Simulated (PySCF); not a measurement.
Order these species by their calculated properties.

All species are isolated and taken at one optimised geometry (atoms past krypton carry core potentials, spin–orbit coupling is left out); the electronic structure was computed with PySCF and density fitting.

The conformers computed, where there is a choice (atom-mapped SMILES and torsion angles):
- `[CH3:1][CH2:2][CH2:3][NH3+:4]`: C1–C2–C3–N4 -61°
- `[O:1]=[C:2]([OH:3])[c:4]1[cH:5][cH:6][o:7][cH:8]1`: O1–C2–C4–C5 -179°, H–O3–C2–O1 0°
- `[F:1][CH2:2][CH:3]([Cl:4])[Cl:5]`: F1–C2–C3–Cl4 -176°
- `[CH2:1]=[CH:2][CH2:3][N+:4]([CH3:5])([CH3:6])[AlH3-:7]`: C1–C2–C3–N4 -115°, C2–C3–N4–C5 63°
- `[CH3:1]/[C:2]([Br:3])=[C:4](/[CH3:5])[Se:6](=[O:7])/[C:8]([CH3:9])=[C:10](\[CH3:11])[Br:12]`: C2–C4–Se6–O7 -179°, C4–Se6–C8–C9 64°

The conformers of `CC(C)C1SCCS1` aren't listed.

**Question.** Rank by electronic spatial extent ⟨r²⟩ about the centre of nuclear charge, highest first (wB97X-D/def2-SVPD at PBE0-D3(BJ)/def2-SVP geometries).
A. `FCC(Cl)Cl`
B. `O=C(O)c1ccoc1`
C. `CCC[NH3+]`
D. `C=CC[N+](C)(C)[AlH3-]`

**Answer.** D (1185 bohr²), B (902 bohr²), A (708 bohr²), C (355 bohr²).

**Question.** By how much do the two ends of that ranking differ?

**Answer.** By 830 bohr², between `C=CC[N+](C)(C)[AlH3-]` and `CCC[NH3+]`.

**Question.** Rank by lowest singlet excitation, highest first (TDDFT wB97X-D/def2-SVPD at PBE0-D3(BJ)/def2-SVP geometries).
A. `CCC[NH3+]`
B. `FCC(Cl)Cl`
C. `C=CC[N+](C)(C)[AlH3-]`
D. `CC(C)C1SCCS1`
E. `O=C(O)C1=COC=C1`
F. `[H][Si]([H])(C)OC(C)C`

**Answer.** A (9.03 eV), F (7.55 eV), B (7.17 eV), C (6.77 eV), E (5.46 eV), D (5.12 eV).

**Question.** By how much do the two ends of that ranking differ?

**Answer.** By 3.91 eV, between `CCC[NH3+]` and `CC(C)C1SCCS1`.

**Question.** Rank by vertical ionisation energy, highest first (ΔSCF wB97X-D/def2-SVPD at PBE0-D3(BJ)/def2-SVP geometries).
A. `C[N+](C)(CC=C)[AlH3-]`
B. `CCC[NH3+]`
C. `O=C(O)c1ccoc1`
D. `[H][Si]([H])(C)OC(C)C`
E. `FCC(Cl)Cl`
F. `CC(C)C1SCCS1`

**Answer.** B (16.76 eV), E (11.44 eV), D (9.90 eV), A (9.70 eV), C (9.30 eV), F (8.53 eV).

**Question.** Rank by smallest rotational constant, highest first (PBE0-D3(BJ)/def2-SVP).
A. `C(/Br)(C)=C(/C)[Se](/C(C)=C(/Br)C)=O`
B. `FCC(Cl)Cl`
C. `O=C(O)c1ccoc1`
D. `CCC[NH3+]`
E. `[NH3]->[Zr](<-[NH3])([Cl])([Cl])([Cl])[Cl]`
F. `[CH3][Ge]([CH3])([C]#N)[C]#N`

**Answer.** D (4.055 GHz), B (1.508 GHz), F (1.329 GHz), C (1.205 GHz), E (0.693 GHz), A (0.173 GHz).

**Question.** By how much do the two ends of that ranking differ?

**Answer.** By 3.882 GHz, between `CCC[NH3+]` and `C/C(Br)=C(/C)[Se](=O)/C(C)=C(\C)Br`.

**Question.** Rank by lowest triplet excitation (Tamm–Dancoff), highest first (TDA wB97X-D/def2-SVPD at PBE0-D3(BJ)/def2-SVP geometries).
A. `CCC[NH3+]`
B. `[H][Si]([H])(C)OC(C)C`
C. `O=C(O)c1ccoc1`
D. `C=CC[N+](C)(C)[AlH3-]`
E. `C1SC(SC1)C(C)C`
F. `FCC(Cl)Cl`

**Answer.** A (8.94 eV), B (7.30 eV), F (6.54 eV), E (4.73 eV), D (4.47 eV), C (3.88 eV).

**Question.** Give the two extremes of that set in kJ/mol.

**Answer.** `O=C(O)c1ccoc1`: 374 kJ/mol; `CCC[NH3+]`: 862 kJ/mol.

**Question.** Rank by static isotropic polarisability, lowest first (wB97X-D/def2-SVPD at PBE0-D3(BJ)/def2-SVP geometries).
A. `O=C(O)c1ccoc1`
B. `[H][Si]([H])(C)OC(C)C`
C. `ClC(Cl)CF`
D. `C(C[N+](C)(C)[AlH3-])=C`
E. `CCC[NH3+]`
F. `CC(C)C1SCCS1`

**Answer.** E (43.2 au), C (54.2 au), A (66.2 au), B (81.0 au), D (102.5 au), F (108.4 au).

**Question.** Give the two extremes of that set as polarisability volumes in Å³.

**Answer.** `CCC[NH3+]`: 6.40 Å³; `CC(C)C1SCCS1`: 16.06 Å³.
